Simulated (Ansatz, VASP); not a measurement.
# KBr in VASP and in Ansatz

INCAR

```
ALGO = Normal
EDIFF = 1E-6
ENCUT = 520
ISIF = 2
ISMEAR = 0
LASPH = T
LCHARG = F
LREAL = F
LWAVE = F
NBANDS = 15
NELM = 100
PREC = Accurate
SIGMA = 0.05
```

Contents of KPOINTS:

```
k-points
0
Gamma
  6 6 6
```

POSCAR

```
KBr
1.0
    0.0000000000      3.3912750000      3.2431125000
    3.3912750000      0.0000000000      3.2431125000
    3.3912750000      3.3912750000      0.0000000000
K Br
1 1
Direct
    0.0000000000      0.0000000000      0.0000000000
    0.5000000000      0.5000000000      0.5000000000
```

Input for Ansatz:

```yaml
crystal:
  lattice:
    - [0.0, 3.391275, 3.2431125]
    - [3.391275, 0.0, 3.2431125]
    - [3.391275, 3.391275, 0.0]
  atoms:
    - { symbol: K, position: [0.0, 0.0, 0.0] }
    - { symbol: Br, position: [0.5, 0.5, 0.5] }
basis:
  ecutwfc: 420
kpoints:
  mp_grid: { grid: [6, 6, 6] }
hamiltonian:
  xc: lda
scf:
  occupations: { method: gaussian, width: 0.05 }
output:
  forces: true
  stress: true
  eigenvalues: true
  write_density: true
  write_potential: true
  elf: true
  volumetric_format: npy
```

Change from the starting cell: strain +0.030 along x and y, -0.015 along z, atoms carried along.

Alike in both runs: task single point; functional LDA; k mesh 6 × 6 × 6; occupations gaussian, width 0.05 eV; no spin polarisation.

```csv
,VASP,Ansatz
version,VASP 6.6.1,Ansatz 0.2.0
potentials or method,"VASP PAW LDA potentials, release 64 (K_sv, Br)","scalar-relativistic, plane waves, PAW"
plane-wave cutoff (eV),520,420
valence electrons in the cell,16,16
```

Ansatz gave:

```
gap on the k mesh at the Fermi level (eV)       : 3.93
least direct gap on the mesh (eV)               : 3.93
pressure (GPa)                                  : -1.9
largest component of the traceless stress (GPa) : 0.64
```

Question: Estimate VASP's values.

Answer: gap on the k mesh at the Fermi level (eV): 3.93; least direct gap on the mesh (eV): 3.93; pressure (GPa): -1.9; largest component of the traceless stress (GPa): 0.66.
